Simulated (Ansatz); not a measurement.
`CCCS`, charge 0, multiplicity 1.

Problem. Give a relaxed structure at PBE0-D4/def2-TZVP (the Gaussian-basis code of Ansatz). (An estimate is asked.)

Solution. Ansatz gave: 
Z-matrix (Å, degrees):
```
C
C 1 1.519
H 1 1.092 2 111.1
H 1 1.093 2 111.2 3 -120.0
H 1 1.093 2 111.2 3 120.0
C 2 1.518 1 111.9 3 -180.0
H 2 1.095 1 110.0 3 -58.5
H 2 1.095 1 110.0 3 58.5
S 6 1.816 2 109.2 1 -180.0
H 6 1.092 2 110.2 1 59.9
H 6 1.092 2 110.2 1 -59.8
H 9 1.342 6 97.2 2 -180.0
```
Point group Cs.
This is one stationary point; other conformers may exist.
